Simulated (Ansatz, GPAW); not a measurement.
Given: the input of a run of GPAW 26.7.0 (ASE script) on CuO (Tenorite). Atoms were shifted at random by some hundredths of an Å from the given cell, which wasn't relaxed again for these runs. 

Contents of run.py:

```python
from ase import Atoms
from ase.dft.bandgap import bandgap
from ase.io import write
from ase.units import GPa
from ase.parallel import parprint
from gpaw import GPAW, PW, setup_paths

setup_paths.insert(0, '.')

atoms = Atoms(['Cu', 'Cu', 'O', 'O'],
              cell=[[2.34185, -1.7113, 0.0],
                    [2.34185, 1.7113, 0.0],
                    [-0.8500274268, 0.0, 5.0578693947]],
              scaled_positions=[[0.506306, -0.008913, 0.500046],
                                [-0.00305, 0.511865, 0.007766],
                                [0.412581, 0.582175, 0.754304],
                                [0.579359, 0.409346, 0.251624]],
              pbc=True)

calc = GPAW(mode=PW(800),
            xc='PBEsol',
            kpts={'size': (10, 10, 5), 'gamma': True},
            occupations={'name': 'fermi-dirac', 'width': 0.05},
            nbands=33,
            convergence={'density': 1e-05, 'energy': 1e-05},
            maxiter=150,
            txt='gpaw.txt')
atoms.calc = calc
energy = atoms.get_potential_energy()
forces = atoms.get_forces()
stress = atoms.get_stress()
calc.write('gs.gpw')
write('result.traj', atoms)
parprint(f'Energy: {energy:.6f} eV')
parprint('Forces (eV/A):')
parprint(forces.round(4))
parprint('Stress (GPa):', (stress / GPa).round(3))
parprint('Fermi level:', round(calc.get_fermi_level(), 4), 'eV')
parprint(f'Gap: {bandgap(calc)[0]:.4f} eV, direct: {bandgap(calc, direct=True)[0]:.4f} eV')
```

Potentials or basis: PAW data sets generated in the run's folder for this functional, pw.

Command:

```bash
$ gpaw-setup -f PBEsol Cu O
$ OMP_NUM_THREADS=1 mpirun -n 4 gpaw python run.py
```

Question: Set up the same calculation for Ansatz 0.2.0. Potentials or basis there: Ansatz PAW, cutoff 420 eV.

Answer: As run (cutoffs and basis follow the program's own potentials, and thresholds, step limits or extra output files can differ):

input.yaml

```yaml
crystal:
  lattice:
    - [2.34185, -1.7113, 0.0]
    - [2.34185, 1.7113, 0.0]
    - [-0.8500274268, 0.0, 5.0578693947]
  atoms:
    - { symbol: Cu, position: [0.506306, -0.008913, 0.500046] }
    - { symbol: Cu, position: [-0.00305, 0.511865, 0.007766] }
    - { symbol: O, position: [0.412581, 0.582175, 0.754304] }
    - { symbol: O, position: [0.579359, 0.409346, 0.251624] }
hamiltonian:
  xc: pbesol
  pseudopotentials: { kind: paw }
kpoints:
  mp_grid: { grid: [10, 10, 5] }
scf:
  occupations: { method: fermi_dirac, width: 0.05 }
output:
  forces: true
  stress: true
  eigenvalues: true
  write_density: true
  write_potential: true
  elf: true
  volumetric_format: npy
```

Potentials or basis: Ansatz PAW.

The run is started by

```sh
$ ansatz run input.yaml --threads 1 --pin off --max-ram 3584MiB --backend cpu --events-out ev --progress --plain --runs-dir out
```

Both were run:

|  | GPAW | Ansatz |
| --- | --- | --- |
| Pressure | -0.4 GPa | -2.9 GPa |

Ansatz's pressure holds a Pulay term of +0.76 GPa for its cutoff of 420 eV, which the other run lacks.

The potentials hold 34 and 50 valence electrons a cell.

Ansatz's potentials were made for PBE.

Where Ansatz's input types no cutoff or centring, it takes its own default and a Γ-centred mesh.

Pressure is positive in compression.
